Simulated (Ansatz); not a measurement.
The system is FeO (Wuestite).

```
Fe O
1.0
     0.00000    2.15540    2.15540
     2.15540    0.00000    2.15540
     2.15540    2.15540    0.00000
Fe O
1 1
Direct
  0.00000 0.00000 0.00000
  0.50000 0.50000 0.50000
```

Program: Ansatz 0.2.0. Alike in all runs: task band structure; potentials or basis Ansatz PAW; spin collinear, ferromagnetic start; cell as given; cutoff (eV) 420; smearing fermi-dirac 0.05 eV.

Task: Order these runs on this cell by their pressure, lowest first.
A. level HSE03; k mesh 6 × 6 × 6; points for each segment of the path 4; mesh quality coarse
B. level LDA; k mesh 11 × 11 × 11; points for each segment of the path 14; mesh quality not flagged
C. level revPBE; k mesh 11 × 11 × 11; points for each segment of the path 14; mesh quality not flagged
D. level PBEsol; k mesh 11 × 11 × 11; points for each segment of the path 14; mesh quality not flagged

Result: B (-15.6 GPa), D (-8.5 GPa), A (-7.0 GPa), C (3.9 GPa).

Caveats: some runs use coarse meshes; a cell with one magnetic atom can't hold antiferromagnetic order, which such compounds often take; the PAW data sets come from PBE, with cores solved anew for the run's functional, which leaves a small shift of forces and pressure; so large a pressure means that the cell lies far from this level's equilibrium, or that cutoff or potentials fall short (some runs); the magnetic or orbital state may not be the lowest (some runs); the thresholds are loose for stress (some runs).

Runs at the PBE level aren't shown here.
